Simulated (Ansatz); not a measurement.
The system is BAs.

```
As B
1.0
     0.00000    2.38850    2.38850
     2.38850    0.00000    2.38850
     2.38850    2.38850    0.00000
As B
1 1
Direct
  0.75000 0.75000 0.75000
  0.00000 0.00000 0.00000
```

Program: Ansatz 0.2.0. Alike in all runs: cell as given; basis error allowed 0.001 eV/atom.

Problem. Order these runs on this cell by their pressure, lowest first.
A. level PBE; potentials or basis all-electron LAPW, scalar-relativistic; spin off; k mesh 10 × 10 × 10; cutoff (eV) 315; smearing gaussian 0.012 eV
B. level LDA; potentials or basis all-electron LAPW, scalar-relativistic; spin off; k mesh 10 × 10 × 10; cutoff (eV) 316; smearing fermi-dirac 0.05 eV
C. level PBEsol; potentials or basis all-electron LAPW, relativistic spinors; spin SOC, no magnetisation; k mesh 7 × 7 × 7; cutoff (eV) 318; smearing fermi-dirac 0.05 eV

Solution. B (-3.9 GPa), C (-0.8 GPa), A (2.7 GPa).
